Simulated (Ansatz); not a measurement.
## O under changes of volume

One of the cells (17.288 Å³/atom); the others are scaled copies at fixed shape and fractional positions:

```
O
1.0
     2.85140   -1.66242    0.00000
     2.85140    1.66242    0.00000
    -2.39449    0.00000    3.64705
O
2
Direct
  0.97455 0.97455 0.84443
  0.02545 0.02545 0.15557
```

```yaml
Program: Ansatz 0.2.0
Functional: PBE
Potentials_or_basis: Ansatz PAW
Cutoff: "420 eV (not typed: the program's choice for these potentials)"
k_mesh: 10 × 10 × 7
Occupations: fermi-dirac, width 0.05 eV
Spin: no spin polarisation
```

```tsv
volume (Å³/atom)	energy over the lowest point (meV/atom)	pressure (GPa)	largest force (eV/Å)
16.251	1.10	1.4	1.513
16.596	0.00	0.1	0.886
16.942	1.51	-1.0	0.325
17.288	5.38	-2.1	0.321
17.634	11.38	-3.0	0.807
17.979	19.26	-3.8	1.283
18.325	?	?	?
```

Problem. What does the run at 18.325 Å³/atom give?

Solution. Energy over the lowest point 28.86 meV/atom; pressure -4.6 GPa; largest force 1.731 eV/Å.

Worked out: A Birch-Murnaghan fit of order 3 (a polynomial in V^(-2/3)) to the other rows has its minimum at 16.56 Å³/atom with B0 = V·E''(V) = 59 GPa and B' = 4.1 at fixed shape and positions, which overstates the stiffness. It gives 28.89 meV/atom at 18.325 Å³/atom, against the run's 28.86, and -dE/dV = -4.8 GPa, against -4.6.

Energies are extrapolated to zero smearing.

Caveats: spin is off for a triplet molecule; forces of over 1 eV/Å show positions far from the minimum, so gaps and moduli don't describe the material at rest (some runs).
